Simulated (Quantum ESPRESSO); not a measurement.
Set up this calculation in Quantum ESPRESSO 7.5, as the native input.

| Property | Result |
| --- | --- |
| Task | single point |
| Functional | PBE |
| Potentials or basis | SSSP 1.3 efficiency PBE |
| Cutoff | 816 eV |
| Density cutoff | 6531 eV |
| k mesh | 11 × 11 × 11 |
| Occupations | fermi-dirac, width 0.05 eV |
| Spin | no spin polarisation |
| Mixing beta | 0.5 |
| Most SCF iterations | 120 |
| SCF threshold | 2e-10 Ry |

Sn:

```
CELL_PARAMETERS angstrom
-1.66577 1.76563 2.29581
1.74442 -1.79906 2.37926
1.68238 1.81521 -2.32119
ATOMIC_POSITIONS crystal
Sn 0.99505 0.98835 0.99670
```

The cell isn't the ideal one: cell strained at random at fixed volume.

One way to write it, as run:

pw.in

```
&CONTROL
  calculation = 'scf'
  prefix = 'pwscf'
  outdir = './tmp'
  pseudo_dir = './pseudo'
  tprnfor = .true.
  tstress = .true.
  disk_io = 'nowf'
/
&SYSTEM
  ibrav = 0
  nat = 1
  ntyp = 1
  ecutwfc = 60
  ecutrho = 480
  nbnd = 13
  occupations = 'smearing'
  smearing = 'fd'
  degauss = 0.00367493
/
&ELECTRONS
  conv_thr = 2d-10
  electron_maxstep = 120
  mixing_beta = 0.5
/
ATOMIC_SPECIES
Sn   118.7100 Sn_pbe_v1.uspp.F.UPF
CELL_PARAMETERS angstrom
  -1.6657680000    1.7656330000    2.2958090000
   1.7444190000   -1.7990580000    2.3792620000
   1.6823800000    1.8152120000   -2.3211890000
ATOMIC_POSITIONS crystal
Sn    -0.0049540000   -0.0116520000   -0.0033020000
K_POINTS automatic
11 11 11 0 0 0
```

Potentials or basis: SSSP 1.3 efficiency PBE.

Run with:

```sh
$ OMP_NUM_THREADS=1 pw.x -in pw.in > pw.out
```

It gave:

```json
{
 "Pressure": "-1.0 GPa",
 "Band gap on the k mesh": "none (metal or under the smearing width)"
}
```

Wall time 4.4 min on 1 thread of Arm Neoverse N1 (shared host), peak memory 0.34 GiB.
